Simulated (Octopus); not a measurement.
# AlRu (Pm-3m) in Octopus: equation of state

How stiff is AlRu in PBE, and what volume does it want? The cell is scaled to several volumes.

Everything below comes from runs of Octopus 16.4. Logs are shortened: lines on timing, memory, paths and dates and some standing lists are left out, and cuts for length are marked.

## 1. The structure

Symmetry: Pm-3m, No. 221, cubic system. Conventional cell: a = 2.992 Å, b = 2.992 Å, c = 2.992 Å, α = 90.00°, β = 90.00°, γ = 90.00°. Around Ru (site symmetry m-3m) lie 8 Al at 2.59 Å. Al (site symmetry m-3m) has 8 Ru at 2.59 Å as nearest neighbours.

## 2. Equation of state, PBE, 13.39 Å³/atom

Input file inp:

```
CalculationMode = gs
UnitsOutput = eV_Angstrom
PeriodicDimensions = 3
ExperimentalFeatures = yes
PseudopotentialSet = pseudodojo_pbe
%LatticeParameters
 1*angstrom | 1*angstrom | 1*angstrom
%
%LatticeVectors
 2.9916 | 0 | 0
 0 | 2.9916 | 0
 0 | 0 | 2.9916
%
%ReducedCoordinates
 "Ru" | 0.5 | 0.5 | 0.5
 "Al" | 0 | 0 | 0
%
%Spacing
 0.11506154*angstrom | 0.11506154*angstrom | 0.11506154*angstrom
%
DerivativesOrder = 8
%KPointsGrid
 9 | 9 | 9
%
KPointsUseSymmetries = yes
XCFunctional = gga_x_pbe + gga_c_pbe
SmearingFunction = fermi_dirac
Smearing = 0.05*eV
ExtraStates = 8
Eigensolver = chebyshev_filter
ConvRelDens = 3e-7
MaximumIter = 120
```

Potentials or basis: pseudodojo_pbe (PseudoDojo 0.5, PBE).

Launch:

```console
> OMP_NUM_THREADS=1 octopus > out.log
```

out.log:

```text
Running octopus

[... 17 lines left out ...]

****************************** Species *******************************
  Species 'Ru'
    type             : pseudopotential
    file             : 'Ru.upf'
    file format      : UPF2
    valence charge   : 16.0
    atomic number    :  44
    form on file     : kleinman-bylander
    lmax             : 2
    llocal           : -1
    projectors per l : 2
    total projectors : 6
    application form : kleinman-bylander
    orbitals         : 10
    bound orbitals   : 10

  Species 'Al'
    type             : pseudopotential
    file             : 'Al.upf'
    file format      : UPF2
    valence charge   : 3.0
    atomic number    :  13
    form on file     : kleinman-bylander
    lmax             : 2
    llocal           : -1
    projectors per l : 2
    total projectors : 6
    application form : kleinman-bylander
    orbitals         :  4
    bound orbitals   :  4

**********************************************************************

***************************** Symmetries *****************************
Space group No.  221
International: Pm-3m
Schoenflies: Oh^1
Info: The system has    48 symmorphic symmetries that can be used.
  Index                Rotation matrix                      Fractional translations
    1 :     1   0   0     0   1   0     0   0   1      0.000000    0.000000    0.000000
    2 :    -1   0   0     0  -1   0     0   0  -1      0.000000    0.000000    0.000000
    3 :     0   1   0    -1   0   0     0   0   1      0.000000    0.000000    0.000000
    4 :     0  -1   0     1   0   0     0   0  -1      0.000000    0.000000    0.000000
    5 :    -1   0   0     0  -1   0     0   0   1      0.000000    0.000000    0.000000
    6 :     1   0   0     0   1   0     0   0  -1      0.000000    0.000000    0.000000
[... 40 lines left out ...]
   47 :     1   0   0     0   0   1     0  -1   0      0.000000    0.000000    0.000000
   48 :    -1   0   0     0   0  -1     0   1   0      0.000000    0.000000    0.000000
Info: The system also has     0 nonsymmorphic symmetries (not used for electrons).
**********************************************************************

Input: [CurvMethod = curv_affine]
Input: [DerivativesStencil = stencil_star]

****************************** Lattice *******************************
  Lattice Vectors [A]
    2.991600    0.000000    0.000000
    0.000000    2.991600    0.000000
    0.000000    0.000000    2.991600
  Cell volume =            26.7738 [A^3]
  Reciprocal-Lattice Vectors [A^-1]
    2.100276    0.000000    0.000000
    0.000000    2.100276    0.000000
    0.000000    0.000000    2.100276
  Cell angles [degree]
    alpha =   90.000
    beta  =   90.000
    gamma =   90.000
**********************************************************************

Checking if the generated full k-point grid is symmetric

    35 k-points generated from parameters :
 ---------------------------------------------------
    n =    9    9    9

    s1  =  0.50  0.50  0.50

   index |      weight  |             coordinates              |
       1 |     0.001372 |    0.000000    0.000000    0.000000  |
       2 |     0.008230 |    0.111111    0.000000    0.000000  |
       3 |     0.016461 |    0.111111    0.111111    0.000000  |
       4 |     0.010974 |    0.111111    0.111111    0.111111  |
       5 |     0.008230 |    0.222222    0.000000    0.000000  |
       6 |     0.032922 |    0.222222    0.111111    0.000000  |
[... 27 lines left out ...]
      34 |     0.032922 |    0.444444    0.444444    0.333333  |
      35 |     0.010974 |    0.444444    0.444444    0.444444  |

Input: [SmearingFunction = fermi_dirac]
Input: [SymmetrizeDensity = yes]

******************************* States *******************************
Total electronic charge  =       19.000
Number of states         =       18
States block-size        =        4
[... 93 lines left out ...]
**   Cannot do LCAO for all states because there are not enough atomic orbitals.
**   Required: 18. Available: 14. 4 orbitals will be randomized.

Info: Unnormalized total charge =     18.998455
Info: Renormalized total charge =     19.000000

** Warning:
**   Symmetrization discrepancy ratio (scalar) =  2.12343E-04

Info: Setting up Hamiltonian.
Info: Performing initial LCAO calculation with     14 orbitals.
Info: Getting Hamiltonian matrix elements.

Eigenvalues [eV]
 #st  Spin   Eigenvalue      Occupation
#k =       1, k = (  0.000000,  0.000000,  0.000000)
   1   --   -60.855326       2.000000
   2   --   -30.971726       2.000000
   3   --   -30.971726       2.000000
   4   --   -30.971726       2.000000
   5   --    -0.091438       2.000000
   6   --     6.781544       2.000000
   7   --     6.781544       2.000000
   8   --    10.574711       2.000000
   9   --    10.574711       2.000000
  10   --    10.574711       2.000000
  11   --    16.154236       2.000000
  12   --    16.154236       2.000000
  13   --    16.154236       2.000000
  14   --    33.540744       0.000000
#k =       2, k = (  0.111111,  0.000000,  0.000000)
   1   --   -60.811324       2.000000
   2   --   -30.959074       2.000000
   3   --   -30.959074       2.000000
   4   --   -30.916272       2.000000
   5   --     0.150710       2.000000
   6   --     6.986174       2.000000
   7   --     7.160886       2.000000
   8   --    10.726268       2.000000
   9   --    10.726268       2.000000
  10   --    10.778303       2.000000
  11   --    16.213106       2.000000
  12   --    16.575190       1.999429
  13   --    16.575190       1.999429
  14   --    33.988486       0.000000
[... 33 further k-points ...]
Fermi energy =    16.983237 eV
Generating random wavefunctions for states       15 and above
Orthogonalizing wavefunctions.
Info: Ground-state restart information will be written to 'restart/gs'.
Info: SCF using complex wavefunctions.
Info: Starting SCF iteration.

** Warning:
**   Symmetrization discrepancy ratio (scalar) =  5.07921E-02

*********************** SCF CYCLE ITER #    1 ************************
 etot  = -2.75562058E+03 abs_ev   =  5.42E+01 rel_ev   =  2.34E-01
 ediff =        1.01E+02 abs_dens =  1.39E+00 rel_dens =  7.32E-02
Matrix vector products: 875
Converged eigenvectors: 0

#  State  KPoint  Eigenvalue [eV]  Occupation    Error
      1       1      -60.858019    2.000000   ( 2.2E-06)
      1       2      -60.855993    2.000000   ( 5.5E-05)
      1       3      -60.853975    2.000000   ( 3.0E-05)
      1       4      -60.851963    2.000000   ( 1.4E-04)
      1       5      -60.850861    2.000000   ( 1.2E-04)
      1       6      -60.848860    2.000000   ( 2.0E-04)
      1       7      -60.846865    2.000000   ( 5.4E-05)
      1       9      -60.845017    2.000000   ( 1.3E-04)
[... 23 lines left out ...]
     18      17       33.865314    0.000000   ( 2.5E-01)
     18       1       34.429402    0.000000   ( 3.6E-01)
     18      31       34.619169    0.000000   ( 3.0E-01)
     18      25       35.204570    0.000000   ( 2.6E-01)
     18      34       35.520334    0.000000   ( 2.5E-01)
     18      29       35.881448    0.000000   ( 2.2E-01)
     18      32       35.952269    0.000000   ( 2.9E-01)
     18      35       37.284585    0.000000   ( 3.0E-01)

Density of states:

---------------------%------------------------------------------------
---------------------%------------------------------------------------
---------------------%------------------------------------------------
---------------------%------------------------------------------------
---------------------%---------------------------%--------------------
---------------------%---------------------------%--------------------
---------------------%-------------------------%-%--------------------
%--------------------%-------------------------%%%%-%-%---------------
%--------------------%-----------------------%-%%%%-%-%%%%-%%-%%%-----
%--------------------%----------------------%%%%%%%-%%%%%%%%%%%%%%--%-
                                                  ^

Fermi energy =    10.040293 eV

**********************************************************************

*********************** SCF CYCLE ITER #    2 ************************
 etot  = -2.81204955E+03 abs_ev   =  1.80E+01 rel_ev   =  7.21E-02
 ediff =        2.07E+00 abs_dens =  6.31E-01 rel_dens =  3.32E-02
Matrix vector products: 875
Converged eigenvectors: 0
[... 163 lines left out ...]
*********************** SCF CYCLE ITER #   16 ************************
 etot  = -2.81492860E+03 abs_ev   =  1.64E-05 rel_ev   =  6.51E-08
 ediff =        1.78E-06 abs_dens =  7.99E-07 rel_dens =  4.21E-08
Matrix vector products: 875
Converged eigenvectors: 135

#  State  KPoint  Eigenvalue [eV]  Occupation    Error
      1       1      -62.679714    2.000000   ( 1.1E-08)
      1       2      -62.677881    2.000000   ( 1.6E-08)
      1       3      -62.676054    2.000000   ( 1.2E-08)
      1       4      -62.674233    2.000000   ( 1.3E-08)
      1       5      -62.673237    2.000000   ( 1.3E-08)
      1       6      -62.671426    2.000000   ( 1.7E-08)
      1       7      -62.669618    2.000000   ( 1.5E-08)
      1       9      -62.667951    2.000000   ( 1.8E-08)
[... 23 lines left out ...]
     18      33       28.507504    0.000000   ( 2.8E-02)
     18       3       28.511036    0.000000   ( 1.5E-02)
     17       1       29.034620    0.000000   ( 1.2E-02)
     18      28       29.157172    0.000000   ( 3.0E-03)
     18       1       29.295727    0.000000   ( 2.5E-02)
     18      32       30.651343    0.000000   ( 3.2E-02)
     18      34       31.421606    0.000000   ( 2.4E-02)
     18      35       34.126887    0.000000   ( 2.3E-02)

Density of states:

---------------------%------------------------------------------------
---------------------%------------------------------------------------
---------------------%------------------------------------------------
---------------------%------------------------------------------------
---------------------%------------------------------------------------
---------------------%---------------------------%%%------------------
---------------------%---------------------------%%%------------------
%--------------------%---------------------------%%%----%-%-----------
%--------------------%-------------------------%%%%%-%-%%%%%%%%%%-----
%--------------------%------------------------%%%%%%%%%%%%%%%%%%%%----
                                                   ^

Fermi energy =     9.087673 eV

**********************************************************************

Info: SCF converged in   16 iterations

** Warning:
**   Some of the states are not fully converged!

Info: Number of matrix-vector products:      14000
Info: Finished writing information to 'restart/gs'.

Octopus emitted 20 warnings.
```

It took 2.6 min on 1 thread of Intel Xeon Platinum 8488C (Sapphire Rapids), shared host; peak memory 0.65 GiB.

Results:

| Item | Value |
| --- | --- |
| Free energy | -2814.9440 eV |
| Band gap on the k mesh | none (metal or under the smearing width) |

## 3. Equation of state, PBE, 13.12 Å³/atom (volume scaled by 0.98)

inp: that of step 2 with these lines changed.

```diff
@@ -9,5 +9,5 @@
 %LatticeVectors
- 2.9916 | 0 | 0
- 0 | 2.9916 | 0
- 0 | 0 | 2.9916
+ 2.9715215427 | 0 | 0
+ 0 | 2.9715215427 | 0
+ 0 | 0 | 2.9715215427
 %
@@ -18,3 +18,3 @@
 %Spacing
- 0.11506154*angstrom | 0.11506154*angstrom | 0.11506154*angstrom
+ 0.11428929*angstrom | 0.11428929*angstrom | 0.11428929*angstrom
 %
```

Potentials or basis: pseudodojo_pbe (PseudoDojo 0.5, PBE).

Launch:

```console
> OMP_NUM_THREADS=1 octopus > out.log
```

Run time: 2.6 min. Hardware: 1 thread of Intel Xeon Platinum 8488C (Sapphire Rapids), shared host; peak memory 0.65 GiB.

The run converged. Its results:

| Item | Value |
| --- | --- |
| Free energy | -2814.9300 eV |
| Band gap on the k mesh | none (metal or under the smearing width) |

## 4. Equation of state, PBE, 13.65 Å³/atom (volume scaled by 1.02)

inp: that of step 3 with these lines changed.

```diff
@@ -9,5 +9,5 @@
 %LatticeVectors
- 2.9715215427 | 0 | 0
- 0 | 2.9715215427 | 0
- 0 | 0 | 2.9715215427
+ 3.0114124979 | 0 | 0
+ 0 | 3.0114124979 | 0
+ 0 | 0 | 3.0114124979
 %
@@ -18,3 +18,3 @@
 %Spacing
- 0.11428929*angstrom | 0.11428929*angstrom | 0.11428929*angstrom
+ 0.11582356*angstrom | 0.11582356*angstrom | 0.11582356*angstrom
 %
@@ -32 +32,6 @@
 MaximumIter = 120
+%Output
+ density | cube
+ elf | cube
+ potential | cube
+%
```

Launch:

```console
> OMP_NUM_THREADS=1 octopus > out.log
```

Run time: 2.6 min. Hardware: 1 thread of Intel Xeon Platinum 8488C (Sapphire Rapids), shared host; peak memory 0.65 GiB.

The run converged. Its results:

```
Free energy            : -2814.9441 eV
Band gap on the k mesh : none (metal or under the smearing width)
```

## 5. Equation of state, PBE, 12.85 Å³/atom (volume scaled by 0.96)

inp: that of step 4 with these lines changed.

```diff
@@ -9,5 +9,5 @@
 %LatticeVectors
- 3.0114124979 | 0 | 0
- 0 | 3.0114124979 | 0
- 0 | 0 | 3.0114124979
+ 2.9511680166 | 0 | 0
+ 0 | 2.9511680166 | 0
+ 0 | 0 | 2.9511680166
 %
@@ -18,3 +18,3 @@
 %Spacing
- 0.11582356*angstrom | 0.11582356*angstrom | 0.11582356*angstrom
+ 0.11350646*angstrom | 0.11350646*angstrom | 0.11350646*angstrom
 %
@@ -32,6 +32 @@
 MaximumIter = 120
-%Output
- density | cube
- elf | cube
- potential | cube
-%
```

Launch:

```console
> OMP_NUM_THREADS=1 octopus > out.log
```

It took 3.1 min on 1 thread of Intel Xeon Platinum 8488C (Sapphire Rapids), shared host; peak memory 0.65 GiB.

The run converged. Its results:

```
Free energy            : -2814.8993 eV
Band gap on the k mesh : none (metal or under the smearing width)
```

## 6. Equation of state, PBE, 13.92 Å³/atom (volume scaled by 1.04)

inp: that of step 5 with these lines changed.

```diff
@@ -9,5 +9,5 @@
 %LatticeVectors
- 2.9511680166 | 0 | 0
- 0 | 2.9511680166 | 0
- 0 | 0 | 2.9511680166
+ 3.0309676725 | 0 | 0
+ 0 | 3.0309676725 | 0
+ 0 | 0 | 3.0309676725
 %
@@ -18,3 +18,3 @@
 %Spacing
- 0.11350646*angstrom | 0.11350646*angstrom | 0.11350646*angstrom
+ 0.11657568*angstrom | 0.11657568*angstrom | 0.11657568*angstrom
 %
```

Potentials or basis: pseudodojo_pbe (PseudoDojo 0.5, PBE).

Launch:

```console
> OMP_NUM_THREADS=1 octopus > out.log
```

Run time: 2.5 min. Hardware: 1 thread of Intel Xeon Platinum 8488C (Sapphire Rapids), shared host; peak memory 0.65 GiB.

Results (log left out):

| Property | Result |
| --- | --- |
| Free energy | -2814.9321 eV |
| Band gap on the k mesh | none (metal or under the smearing width) |

## 7. Equation of state, PBE, 12.58 Å³/atom (volume scaled by 0.94)

inp: that of step 6 with these lines changed.

```diff
@@ -9,5 +9,5 @@
 %LatticeVectors
- 3.0309676725 | 0 | 0
- 0 | 3.0309676725 | 0
- 0 | 0 | 3.0309676725
+ 2.9305298028 | 0 | 0
+ 0 | 2.9305298028 | 0
+ 0 | 0 | 2.9305298028
 %
@@ -18,3 +18,3 @@
 %Spacing
- 0.11657568*angstrom | 0.11657568*angstrom | 0.11657568*angstrom
+ 0.11271268*angstrom | 0.11271268*angstrom | 0.11271268*angstrom
 %
```

Launch:

```console
> OMP_NUM_THREADS=1 octopus > out.log
```

Run time: 3.2 min. Hardware: 1 thread of Intel Xeon Platinum 8488C (Sapphire Rapids), shared host; peak memory 0.66 GiB.

The run converged. Its results:

```
Free energy            : -2814.8506 eV
Band gap on the k mesh : none (metal or under the smearing width)
```

[end of part 1 of 2]
